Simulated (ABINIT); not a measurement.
# Al (P6/mmm) in ABINIT: reference runs

How does Al come out in PBE? The cell is run as given and disturbed.

Everything below comes from runs of ABINIT 10.8.3 (patched build). Logs are shortened: lines on timing, memory, paths and dates and some standing lists are left out, and cuts for length are marked. The log counts tension as positive stress, the text compression.

## 1. The structure

The structure is hexagonal, space group P6/mmm (No. 191). The conventional cell has a = 4.547 Å, b = 4.547 Å, c = 2.754 Å, α = 90.00°, β = 90.00°, γ = 120.00°. Around Al (site symmetry -6m2) lie 5 Al at 2.63 to 2.75 Å.

The cell was built by a generator and needn't be a form met in nature.

## 2. Single point, PBE

Contents of run.abi:

```
pp_dirpath "./"
pseudos "Al.GGA_PBE-JTH.xml"

acell 3*1.0 Angstrom
rprim
     4.5467300000     0.0000000000     0.0000000000
    -2.2733700000     3.9375800000     0.0000000000
     0.0000000000     0.0000000000     2.7539300000
ntypat 1
znucl 13
natom 2
typat 1 1
xred
     0.3333300000     0.6666700000     0.5000000000
     0.6666700000     0.3333300000     0.5000000000

ecut 408.170794 eV
pawecutdg 30.0
pawxcdev 0

kptopt 1
ngkpt 7 7 10
nshiftk 1
shiftk 0.0 0.0 0.0

ixc 11

nband 7
occopt 3
tsmear 0.00183747

nstep 100
tolvrs 1.0e-9

iomode 3
prtwf 0
prtden 0
prteig 0
prtebands 0
enunit 1
```

Potentials or basis: JTH PAW PBE v2.0.

The run is started by

```console
abinit run.abi > log 2>&1
```

run.abo:

```text
.Version 10.8.3 of ABINIT
 Symmetries : space group Cm m m (# 65); Bravais oC (1-face-center ortho.)
================================================================================
 Values of the parameters that define the memory need of the present run
     intxc =       0    ionmov =       0      iscf =      17    lmnmax =       8
     lnmax =       4     mgfft =      30  mpssoang =       2    mqgrid =    3001
     natom =       2  nloc_mem =       2    nspden =       1   nspinor =       1
    nsppol =       1      nsym =       8    n1xccc =       1    ntypat =       1
    occopt =       3   xclevel =       2
       mpw =         935          nfft =       18000          nkpt =          96
 PAW method is used; the additional fine FFT grid is defined by:
   mgfftf=        45    nfftf =     54675
================================================================================
================================================================================

--------------------------------------------------------------------------------
------------- Echo of variables that govern the present computation ------------
--------------------------------------------------------------------------------
 -outvars: echo values of preprocessed input variables --------
            acell      8.5920738160E+00  8.5920738160E+00  5.2041734699E+00 Bohr
              amu      2.69815390E+01
             ecut      1.50000000E+01 Hartree
           enunit           1
                       outvar_i_n : Printing only first  50 k-points.
              ixc          11
                       outvar_i_n : Printing only first  50 k-points.
         kptrlatt        7    0    0      0    7    0      0    0   10
          kptrlen      5.20417347E+01
            natom           2
            nband           7
            ngfft          30      30      20
          ngfftdg          45      45      27
             nkpt          96
            nstep         100
             nsym           8
           ntypat           1
                       prtocc : prtvol=0, do not print more k-points.
           occopt           3
        pawecutdg      3.00000000E+01 Hartree
         pawxcdev           0
           prtden           0
        prtebands           0
           prteig           0
            prtwf           0
            rprim      1.0000000000E+00  4.3844230246E-08  0.0000000000E+00
                      -5.0000121360E-01  8.6602470311E-01  0.0000000000E+00
                       0.0000000000E+00  0.0000000000E+00  1.0000000000E+00
          spgroup          65
           tolvrs      1.00000000E-09
           tsmear      1.83747000E-03 Hartree
            typat      1  1
           useylm           1
                       outvars : Printing only first  50 k-points.
           xangst     -2.6412281132E-05  2.6250666579E+00  1.3769650000E+00
                       2.2733857217E+00  1.3125137407E+00  1.3769650000E+00
            xcart     -4.9911977699E-05  4.9606570458E+00  2.6020867350E+00
                       4.2960763926E+00  2.4802915065E+00  2.6020867350E+00
             xred      3.3333000000E-01  6.6667000000E-01  5.0000000000E-01
                       6.6667000000E-01  3.3333000000E-01  5.0000000000E-01
            znucl       13.00000

[... 117 lines left out ...]
    1      -0.000047318104      0.000047318104      0.000000000000
    2       0.000047318104     -0.000047318104      0.000000000000

 cartesian coordinates (angstrom) at end:
    1     -0.00002641228113     2.62506665794786     1.37696500000000
    2      2.27338572171887     1.31251374074786     1.37696500000000

 cartesian forces (hartree/bohr) at end:
    1      0.00000550718091    -0.00000317956707    -0.00000000000000
    2     -0.00000550718091     0.00000317956707    -0.00000000000000
 frms,max,avg= 3.6714524E-06 5.5071809E-06   0.000E+00  0.000E+00  0.000E+00 h/b

 cartesian forces (eV/Angstrom) at end:
    1      0.00028319062839    -0.00016349991269    -0.00000000000000
    2     -0.00028319062839     0.00016349991269    -0.00000000000000
 frms,max,avg= 1.8879367E-04 2.8319063E-04   0.000E+00  0.000E+00  0.000E+00 e/A
 length scales=  8.592073815962  8.592073815962  5.204173469921 bohr
              =  4.546729654719  4.546729654719  2.753930000000 angstroms
 Fermi (or HOMO) energy (eV) =   4.48976   Average Vxc (eV)=  -8.26949
 Eigenvalues (   eV  ) for nkpt=  96  k points:
 kpt#   1, nband=  7, wtk=  0.00204, kpt=  0.0000  0.0000  0.0000 (reduced coord)
  -4.27173    3.65327    3.65349    3.96377    6.72761    6.72786    9.99543
 prteigrs : prtvol=0 or 1, do not print more k-points.

--- !EnergyTerms
iteration_state     : {dtset: 1, }
comment             : Components of total free energy in Hartree
kinetic             :  1.48958194619169E+00
hartree             :  2.20904200337031E-01
xc                  : -2.04407458556602E+00
Ewald energy        : -4.40826156371201E+00
psp_core            : -1.31719074732210E-01
local_psp           : -6.48146897920553E-01
PAW spherical_terms :  1.34764967023321E+00
internal            : -4.17406630516886E+00
'-kT*entropy'       : -1.91364395738789E-04
total_energy        : -4.17425766956460E+00
total_energy_eV     : -1.13587337736771E+02
...

--- !EnergyTermsDC
iteration_state     : {dtset: 1, }
comment             : '"Double-counting" decomposition of free energy'
band_energy         :  1.96062926069304E-01
Ewald energy        : -4.40826156371201E+00
psp_core            : -1.31719074732210E-01
xc_dc               : -1.91089054228988E-01
PAW spherical_terms :  3.60943832044958E-01
internal            : -4.17406293455894E+00
'-kT*entropy'       : -1.91364395738789E-04
total_energy_dc     : -4.17425429895468E+00
total_energy_dc_eV  : -1.13587246017802E+02
...

--- !EnergyTermsWithPAWCore
iteration_state     : {dtset: 1, }
comment             : 'Components of total free energy, including PAW core contributions'
Total energy        : -4.85608581595723E+02
Total energy DC     : -4.85608578225113E+02
Total energy (eV)   : -1.32140826781642E+04
Total energy DC (eV): -1.32140825864452E+04
...

 Cartesian components of stress tensor (hartree/bohr^3)
  sigma(1 1)= -4.94314391E-06  sigma(3 2)=  0.00000000E+00
  sigma(2 2)= -4.98382518E-06  sigma(3 1)=  0.00000000E+00
  sigma(3 3)=  2.02684828E-05  sigma(2 1)= -3.52308938E-08

-Cartesian components of stress tensor (GPa)         [Pressure= -1.0142E-01 GPa]
- sigma(1 1)= -1.45432315E-01  sigma(3 2)=  0.00000000E+00
- sigma(2 2)= -1.46629199E-01  sigma(3 1)=  0.00000000E+00
- sigma(3 3)=  5.96319351E-01  sigma(2 1)= -1.03652868E-03

== END DATASET(S) ==============================================================
================================================================================

 -outvars: echo values of variables after computation  --------
            acell      8.5920738160E+00  8.5920738160E+00  5.2041734699E+00 Bohr
           etotal     -4.1742542990E+00
            fcart      5.5071809070E-06 -3.1795670732E-06 -0.0000000000E+00
                      -5.5071809070E-06  3.1795670732E-06 -0.0000000000E+00
            rprim      1.0000000000E+00  4.3844230246E-08  0.0000000000E+00
                      -5.0000121360E-01  8.6602470311E-01  0.0000000000E+00
                       0.0000000000E+00  0.0000000000E+00  1.0000000000E+00
           strten     -4.9431439119E-06 -4.9838251797E-06  2.0268482786E-05
                       0.0000000000E+00  0.0000000000E+00 -3.5230893829E-08
           xangst     -2.6412281132E-05  2.6250666579E+00  1.3769650000E+00
                       2.2733857217E+00  1.3125137407E+00  1.3769650000E+00
             xred      3.3333000000E-01  6.6667000000E-01  5.0000000000E-01
                       6.6667000000E-01  3.3333000000E-01  5.0000000000E-01
 Calculation completed.
```

It took 15 s on 1 thread of Arm Neoverse V1, shared host; peak memory 0.1 GiB.

What came out:

```
Free energy                                           : -113.5872 eV
Pressure                                              : -0.1 GPa
Band gap on the k mesh                                : none (metal or under the smearing width)
Valence electrons inside the program's atomic spheres : Al 0.75 (radii [1.0074] Å)
```

Stress tensor (GPa, compression positive):
```
 0.15  0.00  0.00
 0.00  0.15  0.00
 0.00  0.00 -0.60
```

## 3. Single point, PBE (atoms moved at random, drawn with an rms of 0.05 Å)

Contents of run.abi:

```
pp_dirpath "./"
pseudos "Al.GGA_PBE-JTH.xml"

acell 3*1.0
rprim
     8.5920744626     0.0000000000     0.0000000000
    -4.2960466799     7.4409477938     0.0000000000
     0.0000000000     0.0000000000     5.2041734664
ntypat 1
znucl 13
natom 2
typat 1 1
xred
     0.3331430000     0.6604680000     0.4902950000
     0.6668740000     0.3456110000     0.5072180000
chkprim 0
chksymtnons 0
tolsym 1.0e-6

ecut 15.0
pawecutdg 30.0
pawxcdev 0

kptopt 1
ngkpt 7 7 10
nshiftk 1
shiftk 0.0 0.0 0.0

ixc 11

nband 7
occopt 3
tsmear 0.05 eV

nstep 100
tolvrs 1.0e-9

iomode 3
prtwf 0
prteig 0
prtebands 0
enunit 2
prtden 1
prtvha 1
prtvclmb 1
prtpot 1
```

Potentials or basis: JTH PAW PBE v2.0.

The run is started by

```console
abinit run.abi > log 2>&1
```

Wall time 33 s (1 thread of Arm Neoverse V1, shared host); peak memory 0.14 GiB.

Results (log left out):

* Free energy: -113.5680 eV
* Pressure: 0.0 GPa
* Largest force: 0.498 eV/Å
* Band gap on the k mesh: none (metal or under the smearing width)
* Valence electrons inside the program's atomic spheres: Al 0.74 (radii [1.0074] Å)

Forces on the atoms (eV/Å):
```
Al  -0.283  0.406 -0.055
Al   0.283 -0.406  0.055
```

Stress tensor (GPa, compression positive):
```
 1.88 -0.97  0.04
-0.97 -1.27 -0.05
 0.04 -0.05 -0.52
```

Levels at points of the mesh, in eV from the Fermi level:
```
           k point  band 1  band 2  band 3  band 4  band 5  band 6  band 7
(0.00, 0.00, 0.00)   -8.79   -1.03   -0.67   -0.55    2.03    2.41    5.48
(0.00, 0.00, 0.50)   -4.47   -3.54    2.17    2.57    2.69    5.23    5.55
```
